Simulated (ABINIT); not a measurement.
# PtS2 (P-3m1) in ABINIT: notebook

One crystal, PtS2, is run at these levels: PBE; tasks: one-shot levels of the hybrid B3LYP, one-shot levels of the hybrid HSE03.

All numbers are computed with ABINIT 10.8.3 (patched build); they aren't measurements. Logs are shortened: lines on timing, memory, paths and dates and some standing lists are left out, and cuts for length are marked. The log counts tension as positive stress, the text compression.

### Step 1. The crystal as given

The structure is trigonal, space group P-3m1 (No. 164). The conventional cell has a = 3.543 Å, b = 3.543 Å, c = 5.039 Å, α = 90.00°, β = 90.00°, γ = 120.00°. Pt (site symmetry -3m) has 6 S at 2.34 Å as nearest neighbours. S (site symmetry 3m) has 3 Pt at 2.34 Å as nearest neighbours.

### Step 2. One-shot levels of the hybrid B3LYP, PBE

The input, run.abi:

```
# Datasets
ndtset 3

# Pseudopotentials
pp_dirpath "./"
pseudos "Pt.upf, S.upf"

# Structure
acell 3*1.0 Angstrom
rprim
     3.5432000000     0.0000000000     0.0000000000
    -1.7716000000     3.0685012107     0.0000000000
     0.0000000000     0.0000000000     5.0388000000
ntypat 2
znucl 78 16
natom 3
typat 1 2 2
xred
            0.0            0.0            0.0
            2/3            1/3   0.7730000000
            1/3            2/3   0.2270000000

# Plane-wave basis
ecut 952.398519 eV

# k points
kptopt 1
ngkpt 5 5 3
nshiftk 1
shiftk 0.0 0.0 0.0
istwfk *1

# Exchange and correlation
ixc 11

# Bands and occupations
occopt 1

# SCF cycle
nstep 80
diemac 6.0

# Output
iomode 3
prteig 0
prtebands 0

# Dataset 1: ground state
nband1 15
tolvrs1 1.0e-12
prtden1 1
prtwf1 0

# Dataset 2: empty bands at fixed density
iscf2 -2
getden2 1
nband2 27
nbdbuf2 4
tolwfr2 1.0e-12
nstep2 120
prtden2 0

# Dataset 3: self-energy
optdriver3 4
getwfk3 2
nband3 23
ecutsigx3 35.0
ecutwfn3 35.0
symsigma3 1
gwcalctyp3 15
ixc_sigma3 -402
getden3 1
fftgw3 01
gw_qprange3 -19
```

Potentials or basis: PseudoDojo NC SR PBE v0.4.1 standard.

Run with:

```sh
$ abinit run.abi > log 2>&1
```

run.abo:

```text
.Version 10.8.3 of ABINIT
 DATASET    1 : space group P-3 m 1 (#164); Bravais hP (primitive hexag.)
================================================================================
 Values of the parameters that define the memory need for DATASET  1.
     intxc =       0    ionmov =       0      iscf =       7    lmnmax =       8
     lnmax =       8     mgfft =      54  mpssoang =       4    mqgrid =    3001
     natom =       3  nloc_mem =       1    nspden =       1   nspinor =       1
    nsppol =       1      nsym =      12    n1xccc =    2501    ntypat =       2
    occopt =       1   xclevel =       2
       mpw =        3671          nfft =       69984          nkpt =          12
================================================================================
================================================================================
[... 13 lines left out ...]
 DATASET    3 : space group P-3 m 1 (#164); Bravais hP (primitive hexag.)
================================================================================
 Values of the parameters that define the memory need for DATASET  3.
     intxc =       0    ionmov =       0      iscf =       7    lmnmax =       8
     lnmax =       8     mgfft =      54  mpssoang =       4    mqgrid =    3001
     natom =       3  nloc_mem =       1    nspden =       1   nspinor =       1
    nsppol =       1      nsym =      12    n1xccc =    2501    ntypat =       2
    occopt =       1   xclevel =       2
       mpw =        3671          nfft =       69984          nkpt =          12
================================================================================
================================================================================

--------------------------------------------------------------------------------
------------- Echo of variables that govern the present computation ------------
--------------------------------------------------------------------------------
 -outvars: echo values of preprocessed input variables --------
            acell      1.8897261259E+00  1.8897261259E+00  1.8897261259E+00 Bohr
              amu      1.95080000E+02  3.20660000E+01
           diemac      6.00000000E+00
             ecut1     3.50000000E+01 Hartree
             ecut2     3.50000000E+01 Hartree
             ecut3     3.50000000E+01 Hartree
         ecutsigx1     0.00000000E+00 Hartree
         ecutsigx2     0.00000000E+00 Hartree
         ecutsigx3     3.50000000E+01 Hartree
          ecutwfn1     0.00000000E+00 Hartree
          ecutwfn2     0.00000000E+00 Hartree
          ecutwfn3     3.50000000E+01 Hartree
            fftgw1         21
            fftgw2         21
            fftgw3          1
           getden1          0
           getden2          1
           getden3          1
           getwfk1          0
           getwfk2          0
           getwfk3          2
        gwcalctyp1          0
        gwcalctyp2          0
        gwcalctyp3         15
       gw_qprange1          0
       gw_qprange2          0
       gw_qprange3        -19
             iscf1          7
             iscf2         -2
             iscf3          7
              ixc          11
        ixc_sigma1          1
        ixc_sigma2          1
        ixc_sigma3       -402
           jdtset        1    2    3
                       outvar_i_n : Printing only first  50 k-points.
         kptrlatt        5    0    0      0    5    0      0    0    3
          kptrlen      2.85658560E+01
            natom           3
            nband1         15
            nband2         27
            nband3         23
          nbandhf          15
           nbdbuf1          0
           nbdbuf2          4
           nbdbuf3          0
           ndtset           3
            ngfft          36      36      54
             nkpt          12
           nkpthf          75
          npwsigx1          0
          npwsigx2          0
          npwsigx3       3631
            nstep1         80
            nstep2        120
            nstep3         80
             nsym          12
           ntypat           2
        optdriver1          0
        optdriver2          0
        optdriver3          4
           prtden1          1
           prtden2          0
           prtden3          1
        prtebands           0
           prteig           0
            prtwf1          0
            prtwf2          1
[... 363 lines left out ...]
     8)     4.00000000E-01  0.00000000E+00  3.33333333E-01       0.08000
     9)    -4.00000000E-01  0.00000000E+00  3.33333333E-01       0.08000
    10)    -2.00000000E-01  0.00000000E+00  3.33333333E-01       0.08000
    11)     2.00000000E-01  2.00000000E-01  3.33333333E-01       0.16000
    12)     4.00000000E-01  2.00000000E-01  3.33333333E-01       0.16000

 Together with 12 symmetry operations and time-reversal symmetry
 yields    75 points in the full Brillouin Zone.

 ==== Q-mesh for screening function ====
 Number of points in the irreducible wedge :    12
 Reduced coordinates and weights :

     1)     0.00000000E+00  0.00000000E+00  0.00000000E+00       0.01333
     2)     2.00000000E-01  0.00000000E+00  0.00000000E+00       0.08000
     3)     4.00000000E-01  0.00000000E+00  0.00000000E+00       0.08000
     4)     2.00000000E-01  2.00000000E-01  0.00000000E+00       0.08000
     5)     4.00000000E-01  2.00000000E-01  0.00000000E+00       0.08000
     6)     0.00000000E+00  0.00000000E+00  3.33333333E-01       0.02667
     7)     2.00000000E-01  0.00000000E+00  3.33333333E-01       0.08000
     8)     4.00000000E-01  0.00000000E+00  3.33333333E-01       0.08000
     9)    -4.00000000E-01  0.00000000E+00  3.33333333E-01       0.08000
    10)    -2.00000000E-01  0.00000000E+00  3.33333333E-01       0.08000
    11)     2.00000000E-01  2.00000000E-01  3.33333333E-01       0.16000
    12)     4.00000000E-01  2.00000000E-01  3.33333333E-01       0.16000

 Together with 12 symmetry operations and time-reversal symmetry
 yields    75 points in the full Brillouin Zone.

 vcoul_init : cutoff-mode = AUXILIARY_FUNCTION
 q-points for optical limit:   1
     1)      0.000010    0.000020    0.000030
 Number of electrons calculated from density =   30.0000; Expected =   30.0000
 average of density, n =  0.081148
 r_s =    1.4329
 omega_plasma =   27.4785 [eV]

 rdqps: reading QP wavefunctions of the previous step
        looking for file runi_DS3_QPS
 file not found, 1st iteration initialized with KS eigenelements

 Number of electrons calculated from density =   30.0000; Expected =   30.0000
 average of density, n =  0.081148
 r_s =    1.4329
 omega_plasma =   27.4785 [eV]

--------------------------------------------------------------------------------

 QP results after the unitary transformation in the KS subspace:

  Number of electrons    =   30.0000

  QP Band energy    [Ha] = -1.53296227217000E+01
  QP Hartree energy [Ha] =  4.46911922254090E+01

--------------------------------------------------------------------------------

 === KS Band Gaps ===
  >>>> For spin  1
   Minimum direct gap =   1.4121 [eV], located at k-point      :  -0.2000  0.0000  0.3333
   Fundamental gap    =   1.3155 [eV], Top of valence bands at :   0.0000  0.0000  0.0000
                                       Bottom of conduction at :   0.2000  0.2000  0.0000
 SIGMA fundamental parameters:
 Hartree-Fock
 number of plane-waves for SigmaX                 3631
 number of plane-waves for SigmaC and W              1
 number of plane-waves for wavefunctions          3631
 number of bands                                    23
 number of independent spin polarizations            1
 number of spinorial components                      1
 number of k-points in IBZ                          12
 number of q-points in IBZ                          12
 number of symmetry operations                      12
 number of k-points in BZ                           75
 number of q-points in BZ                           75
 number of frequencies for dSigma/dE                 1
 frequency step for dSigma/dE [eV]                0.00
 number of omega for Sigma on real axis              0
 max omega for Sigma on real axis  [eV]           0.00
 zcut for avoiding poles [eV]                     0.10

 matrix elements of self-energy operator (all in [eV])

 Self-Consistent on Energies only

--- !SelfEnergy_ee
iteration_state: {dtset: 3, }
kpoint     : [   0.000,    0.000,    0.000, ]
spin       : 1
KS_gap     :    2.586
QP_gap     :    3.601
Delta_QP_KS:    1.016
data: !SigmaeeData |
     Band     E_DFT   <VxcDFT>   E(N-1)  <Hhartree>   SigX  SigC[E(N-1)]    Z     dSigC/dE  Sig[E(N)]  DeltaE  E(N)_pert E(N)_diago
        1   -91.893   -28.905   -91.893   -86.435    -9.689     0.000     1.000     0.000    -9.689    -4.231   -96.124   -96.124
        2   -46.083   -27.128   -46.083   -40.967    -8.199     0.000     1.000     0.000    -8.199    -3.083   -49.166   -49.166
        3   -46.083   -27.128   -46.083   -40.967    -8.199     0.000     1.000     0.000    -8.199    -3.083   -49.166   -49.166
        4   -45.912   -27.146   -45.912   -40.790    -8.217     0.000     1.000     0.000    -8.217    -3.095   -49.007   -49.007
        5    -7.824   -13.574    -7.824    -5.231    -4.382     0.000     1.000     0.000    -4.382    -1.788    -9.612    -9.612
        6    -4.572   -14.274    -4.572    -1.928    -4.285     0.000     1.000     0.000    -4.285    -1.642    -6.213    -6.213
[... 389 lines left out ...]
       22    17.686   -12.364    17.686    20.117    -1.297     0.000     1.000     0.000    -1.297     1.134    18.820    18.820
       23    18.800   -12.213    18.800    21.197    -1.198     0.000     1.000     0.000    -1.198     1.199    19.999    19.999
...

 New Fermi energy :        3.061976E-01 Ha ,    8.332061E+00 eV
 New Exchange energy :    -2.945257E+00 Ha ,   -8.014453E+01 eV

 === QP Band Gaps ===
  >>>> For spin  1
   Minimum direct gap =   2.5634 [eV], located at k-point      :  -0.2000  0.0000  0.3333
   Fundamental gap    =   2.3363 [eV], Top of valence bands at :   0.0000  0.0000  0.0000
                                       Bottom of conduction at :  -0.2000  0.0000  0.3333

 writing QP data on file : runo_DS3_QPS

 Convergence of QP corrections
 >>>>> For spin  1 <<<<<

== END DATASET(S) ==============================================================
================================================================================

 -outvars: echo values of variables after computation  --------
            acell      1.8897261259E+00  1.8897261259E+00  1.8897261259E+00 Bohr
           etotal1    -1.5269848802E+02
           etotal3     0.0000000000E+00
            fcart1    -2.6809785658E-29 -1.5478636967E-29 -0.0000000000E+00
                      -1.0723914263E-28 -2.4765819147E-28 -2.4594634085E-02
                       1.3404892829E-28  2.6313682843E-28  2.4594634085E-02
            fcart3     0.0000000000E+00  0.0000000000E+00  0.0000000000E+00
                       0.0000000000E+00  0.0000000000E+00  0.0000000000E+00
                       0.0000000000E+00  0.0000000000E+00  0.0000000000E+00
            rprim      3.5432000000E+00  0.0000000000E+00  0.0000000000E+00
                      -1.7716000000E+00  3.0685012107E+00  0.0000000000E+00
                       0.0000000000E+00  0.0000000000E+00  5.0388000000E+00
           strten1    -3.7987673037E-04 -3.7987673044E-04 -3.0872320110E-04
                       0.0000000000E+00  0.0000000000E+00  0.0000000000E+00
           strten3     0.0000000000E+00  0.0000000000E+00  0.0000000000E+00
                       0.0000000000E+00  0.0000000000E+00  0.0000000000E+00
           xangst      0.0000000000E+00  0.0000000000E+00  0.0000000000E+00
                       1.7716000000E+00  1.0228337369E+00  3.8949924000E+00
                      -3.0056425965E-16  2.0456674738E+00  1.1438076000E+00
             xred      0.0000000000E+00  0.0000000000E+00  0.0000000000E+00
                       6.6666666667E-01  3.3333333333E-01  7.7300000000E-01
                       3.3333333333E-01  6.6666666667E-01  2.2700000000E-01
 Calculation completed.
```

It took 4.2 min on 1 thread of Intel Xeon Platinum 8488C (Sapphire Rapids), shared host; peak memory 0.43 GiB.

What came out:

```
Band gap on the k mesh                 : 1.32 eV, indirect (least direct gap 1.41 eV)
Band gap of the one-shot hybrid        : 2.34 eV
Direct band gap of the one-shot hybrid : 2.56 eV
```

Caveat: spin-orbit coupling is left out, which moves the levels of the heavy elements; an odd mesh through Γ misses points on the zone boundary, where band edges often lie.

### Step 3. One-shot levels of the hybrid HSE03, PBE

run.abi, as its differences from that of step 2:

```diff
@@ -8,7 +8,7 @@
 # Structure
-acell 3*1.0 Angstrom
+acell 3*1.0
 rprim
-     3.5432000000     0.0000000000     0.0000000000
-    -1.7716000000     3.0685012107     0.0000000000
-     0.0000000000     0.0000000000     5.0388000000
+     6.6956776048     0.0000000000     0.0000000000
+    -3.3478388024     5.7986269013     0.0000000000
+     0.0000000000     0.0000000000     9.5219519968
 ntypat 2
@@ -23,3 +23,3 @@
 # Plane-wave basis
-ecut 952.398519 eV
+ecut 42.0
 
@@ -66,7 +66,7 @@
 nband3 23
-ecutsigx3 35.0
-ecutwfn3 35.0
+ecutsigx3 42.0
+ecutwfn3 42.0
 symsigma3 1
 gwcalctyp3 15
-ixc_sigma3 -402
+ixc_sigma3 -427
 getden3 1
```

Potentials or basis: PseudoDojo NC SR PBE v0.4.1 standard.

Run with:

```sh
$ abinit run.abi > log 2>&1
```

run.abo:

```text
.Version 10.8.3 of ABINIT
 DATASET    1 : space group P-3 m 1 (#164); Bravais hP (primitive hexag.)
================================================================================
 Values of the parameters that define the memory need for DATASET  1.
     intxc =       0    ionmov =       0      iscf =       7    lmnmax =       8
     lnmax =       8     mgfft =      60  mpssoang =       4    mqgrid =    3001
     natom =       3  nloc_mem =       1    nspden =       1   nspinor =       1
    nsppol =       1      nsym =      12    n1xccc =    2501    ntypat =       2
    occopt =       1   xclevel =       2
       mpw =        4817          nfft =       96000          nkpt =          12
================================================================================
================================================================================
[... 13 lines left out ...]
 DATASET    3 : space group P-3 m 1 (#164); Bravais hP (primitive hexag.)
================================================================================
 Values of the parameters that define the memory need for DATASET  3.
[... 960 lines left out ...]
            fcart1    -6.7024464191E-30 -1.9348296222E-29  1.1564823173E-18
                      -2.6809785676E-29 -1.0061114035E-28 -2.4572123031E-02
                       3.3512232096E-29  1.1995943657E-28  2.4572123031E-02
            fcart3     0.0000000000E+00  0.0000000000E+00  0.0000000000E+00
                       0.0000000000E+00  0.0000000000E+00  0.0000000000E+00
                       0.0000000000E+00  0.0000000000E+00  0.0000000000E+00
            rprim      6.6956776048E+00  0.0000000000E+00  0.0000000000E+00
                      -3.3478388024E+00  5.7986269013E+00  0.0000000000E+00
                       0.0000000000E+00  0.0000000000E+00  9.5219519968E+00
           strten1    -4.1054736691E-04 -4.1054736689E-04 -3.3978218416E-04
                       0.0000000000E+00  0.0000000000E+00  0.0000000000E+00
           strten3     0.0000000000E+00  0.0000000000E+00  0.0000000000E+00
                       0.0000000000E+00  0.0000000000E+00  0.0000000000E+00
           xangst      0.0000000000E+00  0.0000000000E+00  0.0000000000E+00
                       1.7715999988E+00  1.0228337362E+00  3.8949923974E+00
                      -3.0056425960E-16  2.0456674724E+00  1.1438075992E+00
             xred      0.0000000000E+00  0.0000000000E+00  0.0000000000E+00
                       6.6666666667E-01  3.3333333333E-01  7.7300000000E-01
                       3.3333333333E-01  6.6666666667E-01  2.2700000000E-01
 Calculation completed.
```

It took 6 min on 1 thread of Intel Xeon Platinum 8488C (Sapphire Rapids), shared host; peak memory 0.57 GiB.

What came out:

```
Band gap on the k mesh                 : 1.32 eV, indirect (least direct gap 1.41 eV)
Band gap of the one-shot hybrid        : 1.91 eV
Direct band gap of the one-shot hybrid : 2.15 eV
```

Caveat: Libxc's HSE differs a little from that of other programs; this build's HSE levels may be imprecise; spin-orbit coupling is left out, which moves the levels of the heavy elements; an odd mesh through Γ misses points on the zone boundary, where band edges often lie.
